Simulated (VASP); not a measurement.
# GaN (F-43m) in VASP: settings compared

Aim: see how the results for GaN move with the level of theory and the settings. Levels: PBEsol, r2SCAN. Tasks: relaxation of cell and atoms.

Program: VASP 6.6.1. These are calculated values, not measurements. Logs are shortened: lines on timing, memory, paths and dates and some standing lists are left out, and cuts for length are marked.

### Step 1. Starting point

It takes space group F-43m (No. 216, cubic). The conventional cell has a = 4.507 Å, b = 4.507 Å, c = 4.507 Å, α = 90.00°, β = 90.00°, γ = 90.00°. Around Ga (site symmetry -43m) lie 4 N at 1.95 Å. N (site symmetry -43m) has 4 Ga at 1.95 Å as nearest neighbours.

The cell is a database's computed one.

### Step 2. Relaxation of cell and atoms, PBEsol

INCAR

```
SYSTEM = GaN
ALGO     = Normal         ! electronic algorithm
EDIFF    = 1E-6           ! SCF threshold, eV
EDIFFG   = -0.005         ! ionic threshold
ENCUT    = 600            ! plane-wave cutoff, eV
GGA      = PS             ! functional
IBRION   = 2              ! ionic algorithm
ISIF     = 3              ! what is computed and relaxed
ISMEAR   = 0              ! smearing method
LASPH    = .TRUE.         ! aspherical terms in the spheres
LCHARG   = .FALSE.        ! write CHGCAR
LREAL    = .FALSE.        ! projectors in reciprocal space
LWAVE    = .FALSE.        ! write WAVECAR
NELM     = 80             ! most SCF steps
NSW      = 60             ! ionic steps
PREC     = Accurate       ! precision mode
SIGMA    = 0.02           ! smearing width, eV
```

KPOINTS

```
k-points
0
G
  3 3 3
  0 0 0
```

POSCAR

```
GaN
1.0
    0.0000000000      2.2535006100      2.2535006100
    2.2535006100      0.0000000000      2.2535006100
    2.2535006100      2.2535006100      0.0000000000
Ga N
1 1
Direct
    0.0000000000      0.0000000000      0.0000000000
    0.7500000000      0.7500000000      0.7500000000
```

Potentials or basis: VASP PAW PBE potentials, release 64 (Ga_d, N).

Launch:

```bash
> cat potpaw_PBE.64/Ga_d/POTCAR potpaw_PBE.64/N/POTCAR > POTCAR
> mpirun -np 1 vasp_std > vasp.out
```

OUTCAR:

```text
SYSTEM = GaN
   EDIFF = 1E-6
   EDIFFG = -0.005
   ENCUT = 600
   GGA = PS
   IBRION = 2
   ISIF = 3
   ISMEAR = 0
   LASPH = .TRUE.
   LREAL = .FALSE.
   NELM = 80
   NSW = 60
   PREC = Accurate

 ion  position               nearest neighbor table
   1  0.000  0.000  0.000-   2 1.95   2 1.95   2 1.95   2 1.95
   2  0.750  0.750  0.750-   1 1.95   1 1.95   1 1.95   1 1.95

  LATTYP: Found a face centered cubic cell.
 ALAT       =     4.5070012200

  Lattice vectors:

 A1 = (   0.0000000000,   2.2535006100,   2.2535006100)
 A2 = (   2.2535006100,   0.0000000000,   2.2535006100)
 A3 = (   2.2535006100,   2.2535006100,   0.0000000000)

Analysis of symmetry for initial positions (statically):
=====================================================================
 Subroutine PRICEL returns:
 Original cell was already a primitive cell.

 Routine SETGRP: Setting up the symmetry group for a
 face centered cubic supercell.

 Subroutine GETGRP returns: Found 24 space group operations
 (whereof 24 operations were pure point group operations)
 out of a pool of 48 trial point group operations.

The static configuration has the point symmetry T_d .

Analysis of symmetry for dynamics (positions and initial velocities):
=====================================================================
 Subroutine PRICEL returns:
 Original cell was already a primitive cell.

 Routine SETGRP: Setting up the symmetry group for a
 face centered cubic supercell.

 Subroutine GETGRP returns: Found 24 space group operations
 (whereof 24 operations were pure point group operations)
 out of a pool of 48 trial point group operations.

The dynamic configuration has the point symmetry T_d .

 Subroutine INISYM returns: Found 24 space group operations
 (whereof 24 operations are pure point group operations),
 and found     1 'primitive' translations

----------------------------------------------------------------------------------------

                                     Primitive cell

  volume of cell :      22.8877

  direct lattice vectors                    reciprocal lattice vectors
     0.000000000  2.253500610  2.253500610    -0.221877020  0.221877020  0.221877020
     2.253500610  0.000000000  2.253500610     0.221877020 -0.221877020  0.221877020
     2.253500610  2.253500610  0.000000000     0.221877020  0.221877020 -0.221877020

  length of vectors
     3.186931125  3.186931125  3.186931125     0.384302272  0.384302272  0.384302272

  position of ions in fractional coordinates (direct lattice)
     0.000000000  0.000000000  0.000000000
     0.750000000  0.750000000  0.750000000

  ion indices of the primitive-cell ions
   primitive index   ion index
                 1           1
                 2           2

----------------------------------------------------------------------------------------

 KPOINTS: k-points

Automatic generation of k-mesh.
 Grid dimensions read from file:
 generate k-points for:    3    3    3

 Generating k-lattice:

  Cartesian coordinates                     Fractional coordinates (reciprocal lattice)
    -0.073959007  0.073959007  0.073959007     0.333333333  0.000000000  0.000000000
     0.073959007 -0.073959007  0.073959007     0.000000000  0.333333333  0.000000000
     0.073959007  0.073959007 -0.073959007     0.000000000  0.000000000  0.333333333

  Length of vectors
     0.128100757  0.128100757  0.128100757

  Shift w.r.t. Gamma in fractional coordinates (k-lattice)
     0.000000000  0.000000000  0.000000000

 Subroutine IBZKPT returns following result:
 ===========================================

 Found      4 irreducible k-points:

 Following reciprocal coordinates:
            Coordinates               Weight
  0.000000  0.000000  0.000000      1.000000
  0.333333  0.000000  0.000000      8.000000
  0.333333  0.333333  0.000000      6.000000
 -0.333333  0.333333  0.000000     12.000000
   k-points           NKPTS =      4   k-points in BZ     NKDIM =      4   number of bands    NBANDS=     13
   number of dos      NEDOS =    301   number of ions     NIONS =      2
   total plane-waves  NPLWV =  21952
   dimension x,y,z NGX =    28 NGY =   28 NGZ =   28
   dimension x,y,z NGXF=    56 NGYF=   56 NGZF=   56
   ions per type =               1   1
   NGX,Y,Z   is equivalent  to a cutoff of  14.61, 14.61, 14.61 a.u.
   NGXF,Y,Z  is equivalent  to a cutoff of  29.21, 29.21, 29.21 a.u.
 SYSTEM =  GaN
   PREC   = accura    normal or accurate (medium, high low for compatibility)
   ISTART =      0    job   : 0-new  1-cont  2-samecut
   ICHARG =      2    charge: 1-file 2-atom 10-const
   ISPIN  =      1    spin polarized calculation?
   LNONCOLLINEAR =      F non collinear calculations
   LSORBIT =      F    spin-orbit coupling
   LASPH  =      T    aspherical Exc in radial PAW
   ENCUT  =  600.0 eV  44.10 Ry    6.64 a.u.   6.37  6.37  6.37*2*pi/ulx,y,z
   NELM   =     80;   NELMIN=  2; NELMDL= -5     # of ELM steps
   EDIFF  = 0.1E-05   stopping-criterion for ELM
   LREAL  =      F    real-space projection
   EDIFFG = -.5E-02   stopping-criterion for IOM
   NSW    =     60    number of steps for IOM
   IBRION =      2    ionic relax: 0-MD 1-quasi-New 2-CG
   NFREE  =      1    steps in history (QN), initial steepest desc. (CG)
   ISIF   =      3    stress and relaxation
   ISYM   =      2    0-nonsym 1-usesym 2-fastsym
   POTIM  = 0.5000    time-step for ionic-motion
   TEBEG  =    0.0;   TEEND  =   0.0 temperature during run
   PSTRESS=    0.0 pullay stress
   NELECT =      18.0000    total number of electrons
   NUPDOWN=      -1.0000    fix difference up-down
   EMIN   =  10.00;   EMAX   =-10.00  energy-range for DOS
   EFERMI =   0.00;   METHOD = LEGACY
   ISMEAR =     0;   SIGMA  =   0.02  broadening in eV -4-tet -1-fermi 0-gaus
   EFERMI_NEDOS =   21; number of points for ismear=-14 and -15
   IALGO  =     38    algorithm
   IMIX   =      4    mixing-type and parameters
     AMIX     =   0.40;   BMIX     =  1.00
     AMIX_MAG =   1.60;   BMIX_MAG =  1.00
  volume/ion in A,a.u.               =      11.44        77.23
  Fermi-wavevector in a.u.,A,eV,Ry     =   1.511117  2.855596 31.068543  2.283473
  Thomas-Fermi vector in A             =   2.621216
   LORBIT       =      0    0 simple, 1 ext, 2 COOP (PROOUT), +10 PAW based schemes
   GGA     = PS    functional components
   LHFCALC =     F    Hartree Fock is set to
   AEXX    =    0.0000 exact exchange contribution
   IVDW    =     0    specifies the selected vdW correction
   LEPSILON=     F    determine dielectric tensor
   LRPA    =     F    only Hartree local field effects (RPA)
 conjugate gradient relaxation of ions
 non-spin polarized calculation
 Gauss-broadening in eV      SIGMA  =   0.02
  energy-cutoff  :      600.00
  volume of cell :       22.89
 maximum number of plane-waves:       769
 NGX is ok and might be reduce to    28
   NGX = 13   NGY = 13   NGZ = 13

--------------------------------------- Ionic step        1  -------------------------------------------

 number of electron      18.0000005 magnetization

 Free energy of the ion-electron system (eV)
  ---------------------------------------------------
  ext. energy  EPLUGINS =         0.00000000
  ---------------------------------------------------
  free energy    TOTEN  =       -12.81736601 eV

  energy without entropy =      -12.81736601  energy(sigma->0) =      -12.81736601

------------------------ aborting loop because EDIFF is reached ----------------------------------------

  FORCE on cell =-STRESS in cart. coord.  units (eV):
  Direction    XX          YY          ZZ          XY          YZ          ZX
  --------------------------------------------------------------------------------------
  -------------------------------------------------------------------------------------
  Total       -0.1634971     -0.1634971     -0.1634971     -0.0000000      0.0000000     -0.0000000
  in kB      -11.4450460    -11.4450460    -11.4450460     -0.0000000      0.0000000     -0.0000000
  external PRESSURE =     -11.4450460 kB  Pullay stress =       0.0000000 kB
[... 201 lines left out ...]
  energy  without entropy=      -12.8178667612  energy(sigma->0) =      -12.81786676

--------------------------------------- Ionic step        7  -------------------------------------------

 number of electron      18.0000005 magnetization

 Free energy of the ion-electron system (eV)
  ---------------------------------------------------
  ext. energy  EPLUGINS =         0.00000000
  ---------------------------------------------------
  free energy    TOTEN  =       -12.81786786 eV

  energy without entropy =      -12.81786786  energy(sigma->0) =      -12.81786786

 E-fermi :   5.5635     XC(G=0): -11.9028

 val. band max:        5.3861264103   @ k =   0.0000   0.0000   0.0000
 cond. band min:       7.0322809712   @ k =   0.0000   0.0000   0.0000
 fundamental gap:      1.6461545608
 Fermi energy:         5.5634527351

 k-point     1 :       0.0000    0.0000    0.0000
  band No.  band energies     occupation
      1     -10.6494      2.00000
      2      -8.1961      2.00000
      3      -8.1961      2.00000
      4      -8.1961      2.00000
      5      -7.8720      2.00000
      6      -7.8720      2.00000
      7       5.3861      2.00000
      8       5.3861      2.00000
      9       5.3861      2.00000
     10       7.0323      0.00000
     11      15.4724      0.00000
     12      15.4724      0.00000
     13      15.4724      0.00000

 k-point     2 :       0.3333    0.0000    0.0000
  band No.  band energies     occupation
      1      -9.8667      2.00000
      2      -8.1159      2.00000
      3      -8.1159      2.00000
      4      -7.8504      2.00000
      5      -7.8504      2.00000
      6      -7.3860      2.00000
      7      -0.1157      2.00000
      8       4.6070      2.00000
      9       4.6070      2.00000
     10       9.7331      0.00000
     11      13.8931      0.00000
     12      15.8096      0.00000
     13      15.8096      0.00000

 k-point     3 :       0.3333    0.3333    0.0000
  band No.  band energies     occupation
      1      -9.6831      2.00000
      2      -8.0675      2.00000
      3      -7.9707      2.00000
      4      -7.9707      2.00000
      5      -7.8127      2.00000
      6      -7.1327      2.00000
      7       0.6250      2.00000
      8       3.1883      2.00000
      9       3.1883      2.00000
     10       9.3970      0.00000
     11      12.2039      0.00000
     12      16.3367      0.00000
     13      18.1585      0.00000

 k-point     4 :      -0.3333    0.3333    0.0000
  band No.  band energies     occupation
      1      -9.5749      2.00000
      2      -8.0861      2.00000
      3      -7.9678      2.00000
      4      -7.9192      2.00000
      5      -7.8532      2.00000
      6      -6.0371      2.00000
      7      -0.6368      2.00000
      8       0.9183      2.00000
      9       3.5050      2.00000
     10      10.8880      0.00000
     11      13.1751      0.00000
     12      15.7386      0.00000
     13      17.5128      0.00000
[... 27 lines left out ...]
  FREE ENERGIE OF THE ION-ELECTRON SYSTEM (eV)
  ---------------------------------------------------
  free  energy   TOTEN  =       -12.8178678569 eV

  energy  without entropy=      -12.8178678569  energy(sigma->0) =      -12.81786786

 reached required accuracy - stopping structural energy minimisation
```

It took 17 s on 1 thread of Intel Xeon Platinum 8259CL at 2.50GHz (Skylake/Cascade Lake), shared host; peak memory 0.16 GiB.

What came out:

```yaml
Free_energy: -12.8179 eV
Relaxed_volume: 11.37 Å³/atom
Relaxed_cell: a = 3.180 Å, b = 3.180 Å, c = 3.180 Å, α = 60.00°, β = 60.00°, γ = 60.00°
Space_group_after_relaxing_to_0.05_Å: F-43m (No. 216)
Energy_gained_by_relaxing: 0.3 meV/atom
Ionic_steps: 7
Pressure_after_relaxing: 0.0 GPa
Band_gap_on_the_k_mesh: 1.65 eV, direct
```

Step by step:
```
step  energy change (eV)  largest force (eV/Å)  pressure (GPa)  volume (Å³)
   1              0.0000                0.0000           -1.14        22.89
   2             -0.0001                0.0000            1.37        22.62
   3             -0.0005                0.0000           -0.14        22.74
   4             -0.0005                0.0000            0.14        22.73
   5             -0.0005                0.0000            0.09        22.74
   6             -0.0005                0.0000           -0.08        22.76
   7             -0.0005                0.0000            0.01        22.75
```

Final structure:
```
CELL_PARAMETERS angstrom
0.00000 2.24885 2.24885
2.24885 0.00000 2.24885
2.24885 2.24885 0.00000
ATOMIC_POSITIONS crystal
Ga 0.00000 0.00000 0.00000
N 0.75000 0.75000 0.75000
```

Levels at points of the mesh, in eV from the valence-band top:
| k point | band 7 | band 8 | band 9 | band 10 | band 11 | band 12 |
| --- | --- | --- | --- | --- | --- | --- |
| (0.00, 0.00, 0.00) | 0.00 | 0.00 | 0.00 | 1.65 | 10.09 | 10.09 |

Caveat: the k mesh is coarse (spacing up to 0.80 Å⁻¹), so the values aren't converged; the PAW data sets were made with another functional, which shifts forces and pressure a little. A hybrid or GW would open this gap; PBEsol tends to underestimate it.

### Step 3. Relaxation of cell and atoms, r2SCAN

INCAR

```
ALGO = Normal
EDIFF = 1E-6
EDIFFG = -0.005
ENCUT = 600
IBRION = 2
ISIF = 3
ISMEAR = 0
LASPH = T
LCHARG = F
LMIXTAU = T
LREAL = F
LWAVE = F
METAGGA = R2SCAN
NELM = 60
NSW = 40
PREC = Accurate
SIGMA = 0.02
```

KPOINTS

```
k-points
0
Gamma
  9 9 9
```

POSCAR is that of step 2.

Potentials or basis: VASP PAW PBE potentials, release 64 (Ga_d, N).

Launch:

```bash
> cat potpaw_PBE.64/Ga_d/POTCAR potpaw_PBE.64/N/POTCAR > POTCAR
> mpirun -np 1 vasp_std > vasp.out
```

Wall time 73 s (1 thread of Intel Xeon Platinum 8375C at 2.90GHz (Ice Lake), shared host); peak memory 0.17 GiB.

Results (log left out):

- Free energy: -21.8981 eV
- Pressure after relaxing: 0.0 GPa
- Band gap on the k mesh: 2.12 eV, direct

Final structure:
```
CELL_PARAMETERS angstrom
0.00000 2.25350 2.25350
2.25350 0.00000 2.25350
2.25350 2.25350 0.00000
ATOMIC_POSITIONS crystal
Ga 0.00000 0.00000 0.00000
N 0.75000 0.75000 0.75000
```

Levels at points of the mesh, in eV from the valence-band top:
```csv
k point,band 6,band 7,band 8,band 9,band 10,band 11,band 12,band 13
"(0.00, 0.00, 0.00)",-13.48,0.00,0.00,0.00,2.12,11.00,11.00,11.00
```

Caveat: the relaxation stopped at its first step, so nothing moved; the PAW data sets were made with another functional, which shifts forces and pressure a little. r2SCAN opens gaps a little over a GGA but as a rule still falls short of measured ones.
